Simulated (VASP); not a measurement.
# Cs in VASP: further runs, part 2 of 2

VASP 6.6.1. The steps go on from the part before.

## 4. Single point, PBE

The input, INCAR:

```
SYSTEM = Cs
PREC = Accurate
ENCUT = 600
EDIFF = 1E-6
ISMEAR = -1
SIGMA = 0.05
LREAL = .False.
LASPH = .True.
NELM = 80
ALGO = Normal
ISIF = 2
LWAVE = .False.
LCHARG = .False.
LDIPOL = .True.
IDIPOL = 3
DIPOL = 0.5 0.5 0.500
GGA = PE
NBANDS = 26
```

The input, KPOINTS:

```
regular mesh
0
Gamma
  4 3 1
  0 0 0
```

The input, POSCAR:

```
Cs
1.0
    5.5837899523      0.0000000000      0.0000000000
    0.0000000000      7.8966714800      0.0000000000
    0.0000000000      0.0000000000     23.3756849285
Cs
4
Direct
    0.5000000000      0.5000000000      0.3208462136
    0.0000000000      0.0000000000      0.4402820712
    0.5000000000      0.5000000000      0.5597179288
    0.0000000000      0.0000000000      0.6791537864
```

Potentials or basis: VASP PAW PBE potentials, release 64 (Cs_sv).

The run is started by

```
$ cat potpaw_PBE.64/Cs_sv/POTCAR > POTCAR
$ mpirun -np 1 vasp_std > vasp.out
```

OUTCAR:

```text
SYSTEM = Cs
   PREC = Accurate
   ENCUT = 600
   EDIFF = 1E-6
   ISMEAR = -1
   LREAL = .False.
   LASPH = .True.
   NELM = 80
   ISIF = 2
   GGA = PE

 ion  position               nearest neighbor table
   1  0.500  0.500  0.321-
   2  0.000  0.000  0.440-
   3  0.500  0.500  0.560-
   4  0.000  0.000  0.679-

  LATTYP: Found a simple orthorhombic cell.
 ALAT       =     5.5837899523
 B/A-ratio  =     1.4142135624
 C/A-ratio  =     4.1863474680

  Lattice vectors:

 A1 = (   5.5837899523,   0.0000000000,   0.0000000000)
 A2 = (   0.0000000000,   7.8966714800,   0.0000000000)
 A3 = (   0.0000000000,   0.0000000000,  23.3756849285)

Analysis of symmetry for initial positions (statically):
=====================================================================
 Subroutine PRICEL returns:
 Original cell was already a primitive cell.

 Routine SETGRP: Setting up the symmetry group for a
 simple orthorhombic supercell.

 Subroutine GETGRP returns: Found  8 space group operations
 (whereof  4 operations were pure point group operations)
 out of a pool of  8 trial point group operations.

The static configuration has the point symmetry C_2v.
 The point group associated with its full space group is D_2h.

Analysis of symmetry for dynamics (positions and initial velocities):
=====================================================================
 Subroutine PRICEL returns:
 Original cell was already a primitive cell.

 Routine SETGRP: Setting up the symmetry group for a
 simple orthorhombic supercell.

 Subroutine GETGRP returns: Found  8 space group operations
 (whereof  4 operations were pure point group operations)
 out of a pool of  8 trial point group operations.

The dynamic configuration has the point symmetry C_2v.
 The point group associated with its full space group is D_2h.

 Subroutine INISYM returns: Found  8 space group operations
 (whereof  4 operations are pure point group operations),
 and found     1 'primitive' translations

----------------------------------------------------------------------------------------

                                     Primitive cell

  volume of cell :    1030.7124

  direct lattice vectors                    reciprocal lattice vectors
     5.583789952  0.000000000  0.000000000     0.179089831  0.000000000  0.000000000
     0.000000000  7.896671480  0.000000000     0.000000000  0.126635634  0.000000000
     0.000000000  0.000000000 23.375684929     0.000000000  0.000000000  0.042779495

  length of vectors
     5.583789952  7.896671480 23.375684929     0.179089831  0.126635634  0.042779495

  position of ions in fractional coordinates (direct lattice)
     0.500000000  0.500000000  0.320846214
     0.000000000  0.000000000  0.440282071
     0.500000000  0.500000000  0.559717929
     0.000000000  0.000000000  0.679153786

  ion indices of the primitive-cell ions
   primitive index   ion index
                 1           1
                 2           2
                 3           3
[... 25 lines left out ...]

 Found      6 irreducible k-points:

 Following reciprocal coordinates:
            Coordinates               Weight
  0.000000  0.000000  0.000000      1.000000
  0.250000  0.000000  0.000000      2.000000
  0.500000  0.000000  0.000000      1.000000
  0.000000  0.333333  0.000000      2.000000
  0.250000  0.333333  0.000000      4.000000
  0.500000  0.333333  0.000000      2.000000
   k-points           NKPTS =      6   k-points in BZ     NKDIM =      6   number of bands    NBANDS=     26
   number of dos      NEDOS =    301   number of ions     NIONS =      4
   total plane-waves  NPLWV = 589824
   dimension x,y,z NGX =    48 NGY =   64 NGZ =  192
   dimension x,y,z NGXF=    96 NGYF=  128 NGZF=  384
   ions per type =               4
   NGX,Y,Z   is equivalent  to a cutoff of  14.29, 13.47, 13.65 a.u.
   NGXF,Y,Z  is equivalent  to a cutoff of  28.58, 26.95, 27.31 a.u.
 SYSTEM =  Cs
   PREC   = accura    normal or accurate (medium, high low for compatibility)
   ISTART =      0    job   : 0-new  1-cont  2-samecut
   ICHARG =      2    charge: 1-file 2-atom 10-const
   ISPIN  =      1    spin polarized calculation?
   LNONCOLLINEAR =      F non collinear calculations
   LSORBIT =      F    spin-orbit coupling
   LASPH  =      T    aspherical Exc in radial PAW
   ENCUT  =  600.0 eV  44.10 Ry    6.64 a.u.  11.15 15.77 46.69*2*pi/ulx,y,z
   NELM   =     80;   NELMIN=  2; NELMDL= -5     # of ELM steps
   EDIFF  = 0.1E-05   stopping-criterion for ELM
   LREAL  =      F    real-space projection
   EDIFFG = 0.1E-04   stopping-criterion for IOM
   NSW    =      0    number of steps for IOM
   IBRION =     -1    ionic relax: 0-MD 1-quasi-New 2-CG
   NFREE  =      0    steps in history (QN), initial steepest desc. (CG)
   ISIF   =      2    stress and relaxation
   ISYM   =      2    0-nonsym 1-usesym 2-fastsym
   POTIM  = 0.5000    time-step for ionic-motion
   TEBEG  =    0.0;   TEEND  =   0.0 temperature during run
   PSTRESS=    0.0 pullay stress
   NELECT =      36.0000    total number of electrons
   NUPDOWN=      -1.0000    fix difference up-down
   EMIN   =  10.00;   EMAX   =-10.00  energy-range for DOS
   EFERMI =   0.00;   METHOD = LEGACY
   ISMEAR =    -1;   SIGMA  =   0.05  broadening in eV -4-tet -1-fermi 0-gaus
   EFERMI_NEDOS =   21; number of points for ismear=-14 and -15
   IALGO  =     38    algorithm
   IMIX   =      4    mixing-type and parameters
     AMIX     =   0.40;   BMIX     =  1.00
     AMIX_MAG =   1.60;   BMIX_MAG =  1.00
  volume/ion in A,a.u.               =     257.68      1738.90
  Fermi-wavevector in a.u.,A,eV,Ry     =   0.535135  1.011258  3.896290  0.286369
  Thomas-Fermi vector in A             =   1.559859
   LORBIT       =      0    0 simple, 1 ext, 2 COOP (PROOUT), +10 PAW based schemes
   GGA     = PE    functional components
   LHFCALC =     F    Hartree Fock is set to
   AEXX    =    0.0000 exact exchange contribution
   IVDW    =     0    specifies the selected vdW correction
   LEPSILON=     F    determine dielectric tensor
   LRPA    =     F    only Hartree local field effects (RPA)
 non-spin polarized calculation
  energy-cutoff  :      600.00
  volume of cell :     1030.71
 maximum number of plane-waves:     34421
 NGX is ok and might be reduce to    48
   NGX = 23   NGY = 31   NGZ = 93

 dipolmoment           0.000000      0.000000      0.000000 electrons x Angstroem

 number of electron      35.9999998 magnetization

 dipolmoment           0.000000      0.000000     -0.000000 electrons x Angstroem

 Free energy of the ion-electron system (eV)
  ---------------------------------------------------
  ext. energy  EPLUGINS =         0.00000000
  ---------------------------------------------------
  free energy    TOTEN  =        -2.97610997 eV

  energy without entropy =       -2.92198094  energy(sigma->0) =       -2.94904546

 E-fermi :  -0.8400     XC(G=0):  -3.0788

 val. band max:       -0.8517667793   @ k =   0.0000   0.3333   0.0000
 cond. band min:      -0.7385085321   @ k =   0.2500   0.3333   0.0000
 fundamental gap:      0.1132582472
 Fermi energy:        -0.8400193342

 k-point     1 :       0.0000    0.0000    0.0000
  band No.  band energies     occupation
      1     -25.0055      2.00000
      2     -25.0055      2.00000
      3     -24.8035      2.00000
      4     -24.8006      2.00000
      5     -11.8224      2.00000
      6     -11.8201      2.00000
[... 163 lines left out ...]
     25       0.4140      0.00000
     26       0.4140      0.00000

------------------------ aborting loop because EDIFF is reached ----------------------------------------

 vacuum level on the upper side and lower side of the slab       (xc-potential included)        -0.290        -0.290

  FORCE on cell =-STRESS in cart. coord.  units (eV):
  Direction    XX          YY          ZZ          XY          YZ          ZX
  --------------------------------------------------------------------------------------
  -------------------------------------------------------------------------------------
  Total       -0.5536138     -0.5409510     -0.1520947      0.0000000      0.0000000      0.0000000
  in kB       -0.8605577     -0.8408742     -0.2364215      0.0000000      0.0000000      0.0000000
  external PRESSURE =      -0.6459512 kB  Pullay stress =       0.0000000 kB

 VOLUME and BASIS-vectors are now :
 -----------------------------------------------------------------------------
  energy-cutoff  :      600.00
  volume of cell :     1030.71
      direct lattice vectors                 reciprocal lattice vectors
     5.583789952  0.000000000  0.000000000     0.179089831  0.000000000  0.000000000
     0.000000000  7.896671480  0.000000000     0.000000000  0.126635634  0.000000000
     0.000000000  0.000000000 23.375684929     0.000000000  0.000000000  0.042779495

 POSITION                                       TOTAL-FORCE (eV/Angst)
 -----------------------------------------------------------------------------------
      2.79189      3.94834      7.50000         0.000000      0.000000      0.018865
      0.00000      0.00000     10.29189         0.000000      0.000000     -0.007044
      2.79189      3.94834     13.08379         0.000000      0.000000      0.007044
      0.00000      0.00000     15.87568         0.000000      0.000000     -0.018865
 -----------------------------------------------------------------------------------
    total drift:                                0.000000      0.000000     -0.000000

  FREE ENERGIE OF THE ION-ELECTRON SYSTEM (eV)
  ---------------------------------------------------
  free  energy   TOTEN  =        -2.9761099745 eV

  energy  without entropy=       -2.9219809413  energy(sigma->0) =       -2.94904546

 vacuum level on the upper side and lower side of the slab         0.883         0.883
```

OSZICAR:

```text
N       E                     dE             d eps       ncg     rms          rms(c)
DAV:   1     0.347811738330E+03    0.34781E+03   -0.10740E+04   328   0.100E+03
DAV:   2     0.800657748917E+02   -0.26775E+03   -0.26223E+03   488   0.177E+02
DAV:   3     0.994896308374E+00   -0.79071E+02   -0.78857E+02   380   0.927E+01
[... 11 lines left out ...]
DAV:  15    -0.297599739624E+01   -0.52210E-04   -0.15157E-05   342   0.939E-03    0.342E-03
DAV:  16    -0.297609287421E+01   -0.95478E-04   -0.42659E-05   324   0.137E-02    0.166E-03
DAV:  17    -0.297610580845E+01   -0.12934E-04   -0.60571E-06   240   0.590E-03    0.117E-03
DAV:  18    -0.297610899381E+01   -0.31854E-05   -0.24980E-06   236   0.448E-03    0.473E-04
DAV:  19    -0.297610997450E+01   -0.98069E-06   -0.68984E-07   256   0.243E-03
   1 F= -.29761100E+01 E0= -.29490455E+01  d E =-.541290E-01
```

It took 5.1 min on 1 thread of Intel Xeon Platinum 8259CL at 2.50GHz (Skylake/Cascade Lake), shared host; peak memory 1 GiB.

What came out:

```
Free energy            : -2.9761 eV
Largest force          : 0.019 eV/Å
Band gap on the k mesh : none (metal or under the smearing width)
```

Forces on the atoms (eV/Å):
```
Cs   0.000  0.000  0.019
Cs   0.000  0.000 -0.007
Cs   0.000  0.000  0.007
Cs   0.000  0.000 -0.019
```

Levels at points of the mesh, in eV from the Fermi level:
| k point | band 16 | band 17 | band 18 | band 19 | band 20 | band 21 |
| --- | --- | --- | --- | --- | --- | --- |
| (0.00, 0.00, 0.00) | -10.72 | -1.43 | -0.83 | -0.01 | 0.49 | 0.71 |
| (0.50, 0.00, 0.00) | -10.75 | -0.06 | -0.06 | 0.33 | 0.33 | 0.99 |

## 5. Overview

```csv
task,level,cell,cutoff (eV),atoms held fixed (from 0),gap on the mesh (eV)
relaxation of the atoms,PBE+D3(BJ),atoms relaxed,520,"[0, 1]",none
relaxation of the atoms,PBE+D4,atoms relaxed,520,"[0, 1]",none
single point,PBE,as given,600,-,none
```

Alike in all rows: potentials or basis VASP PAW PBE potentials, release 64 (Cs_sv); no spin polarisation; k mesh 4 × 3 × 1; smearing fermi-dirac 0.05 eV.

Absolute energies hang on the potentials; compare differences alone.
